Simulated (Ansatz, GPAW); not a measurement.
This is a calculation of Rh (Rhodium) for Ansatz 0.2.0. 

The input input.yaml:

```yaml
crystal:
  lattice:
    - [0.0, 1.89785, 1.89785]
    - [1.89785, 0.0, 1.89785]
    - [1.89785, 1.89785, 0.0]
  atoms:
    - { symbol: Rh, position: [0.0, 0.0, 0.0] }
hamiltonian:
  xc: pbesol
  pseudopotentials: { kind: paw }
kpoints:
  mp_grid: { grid: [12, 12, 12] }
scf:
  occupations: { method: gaussian, width: 0.02 }
output:
  forces: true
  stress: true
  eigenvalues: true
```

Potentials or basis: Ansatz PAW.

The run is started by

```sh
$ ansatz run input.yaml --threads 2 --pin off --max-ram 5632MiB --backend cpu --events-out ev --progress --plain --runs-dir out
```

**Question.** Translate it to GPAW 26.7.0 (ASE script). Potentials or basis there: PAW data sets generated for this functional, cutoff 600 eV.

**Answer.** As run (cutoffs and basis follow the program's own potentials, and thresholds, step limits or extra output files can differ):

run.py

```python
from ase.dft.bandgap import bandgap
from ase.io import read, write
from ase.units import GPa
from gpaw import GPAW, PW, setup_paths

setup_paths.insert(0, '.')

atoms = read('Rh.xyz')

calc = GPAW(mode=PW(600),
            xc='PBEsol',
            kpts={'size': (12, 12, 12), 'gamma': True},
            occupations={'name': 'methfessel-paxton', 'order': 0, 'width': 0.02},
            nbands=16,
            convergence={'density': 1e-05, 'energy': 1e-05},
            maxiter=150,
            txt='gpaw.txt')
atoms.calc = calc
energy = atoms.get_potential_energy()
forces = atoms.get_forces()
stress = atoms.get_stress()
calc.write('gs.gpw')
write('result.traj', atoms)
print(f'Energy: {energy:.6f} eV')
print('Forces (eV/A):')
print(forces.round(4))
print('Stress (GPa):', (stress / GPa).round(3))
print('Fermi level:', round(calc.get_fermi_level(), 4), 'eV')
print(f'Gap: {bandgap(calc)[0]:.4f} eV, direct: {bandgap(calc, direct=True)[0]:.4f} eV')
```

Rh.xyz

```xyz
1
Lattice="0.0000000000 1.8978500000 1.8978500000 1.8978500000 0.0000000000 1.8978500000 1.8978500000 1.8978500000 0.0000000000" Properties=species:S:1:pos:R:3 pbc="T T T"
Rh     0.0000000000      0.0000000000      0.0000000000
```

Potentials or basis: PAW data sets generated in the run's folder for this functional, pw.

The run is started by

```sh
$ gpaw-setup -f PBEsol Rh
$ OMP_NUM_THREADS=1 python run.py
```

Both were run:

|  | Ansatz | GPAW |
| --- | --- | --- |
| Pressure | -3.8 GPa | -1.5 GPa |

Ansatz's pressure holds a Pulay term of +0.09 GPa for its cutoff of 420 eV, which the other run lacks.

The potentials hold 17 and 15 valence electrons a cell.

Ansatz's potentials were made for PBE.

Where Ansatz's input types no cutoff or centring, it takes its own default and a Γ-centred mesh.

The two runs disagree by more than potentials and bases usually give (in gap, levels, pressure or energy); the cause wasn't traced.

Pressure is positive in compression.
